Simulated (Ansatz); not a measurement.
# A trial form of Be4S

All numbers below come from DFT PBE, scalar-relativistic, plane waves, PAW in Ansatz. Cutoff 420 eV, Gaussian smearing, Γ-centred meshes. Cell and atoms relax first on a coarse mesh and then on a finer one. In between, the cell is made exact in the group found at 0.06 Å. In metals the finer mesh still leaves noise of several meV/atom or more. The steps can't lower the symmetry of their start. No spin polarisation.

The cell of Be4S is invented: random cell by space group and Wyckoff sites (P-43m, No. 215). Its size is a rough estimate.

```cif
data_structure
_symmetry_space_group_name_H-M 'P-43m'
_symmetry_Int_Tables_number 215
_cell_length_a 3.6960
_cell_length_b 3.6960
_cell_length_c 3.6960
_cell_angle_alpha 90.000
_cell_angle_beta 90.000
_cell_angle_gamma 90.000
_cell_volume 50.49
loop_
_atom_site_label
_atom_site_type_symbol
_atom_site_symmetry_multiplicity
_atom_site_Wyckoff_symbol
_atom_site_fract_x
_atom_site_fract_y
_atom_site_fract_z
_atom_site_occupancy
Be1 Be 4 e 0.81610 0.81610 0.81610 1
S1 S 1 b 0.50000 0.50000 0.50000 1
```

Formation energies are uncorrected and refer to the elements' standard structures at the same level.

Question: What does it relax into?

Answer: The symmetry stays P-43m (No. 215). The volume per atom grows by 14.4 %, from 10.1 to 11.6 Å³. The shortest distance goes from 1.92 Å (Be–Be) to 2.01 Å (Be–S). The energy falls by about 0.16 eV/atom (the start's value is from the coarse mesh). Conventional cell: a = 3.865 Å. Be is surrounded by 1 S at 2.01 Å and 3 Be at 2.18 Å; S is surrounded by 4 Be at 2.01 Å.

Space group P-43m (No. 215). a = 3.865 Å, b = 3.865 Å, c = 3.865 Å, α = 90.00°, β = 90.00°, γ = 90.00°
| atom | site | symmetry | x | y | z |
| --- | --- | --- | --- | --- | --- |
| Be | 4e | .3m | 0.8010 | 0.8010 | 0.8010 |
| S | 1b | -43m | 0.5000 | 0.5000 | 0.5000 |

Question: How does it come out in energy, and is it a metal?

Answer: The energy over the elements is +0.23 eV/atom. The gap on the 10×10×10 mesh of the 5-atom cell is 0 eV (a metal).

The separate elements lie lower, so it is unstable against them.

The last run used Gaussian smearing of 0.10 eV. The reference form of S is held partly by dispersion forces, which this level lacks. A structure relaxed within its symmetry needn't be a true minimum. In all, the 3 runs took 33 s on 1 thread of Intel(R) Xeon(R) Processor @ 2.70GHz (shared host). Another cell of Be4S relaxed alike, in Cc, lies 223 meV/atom lower, so this cell isn't the stable form at this level.
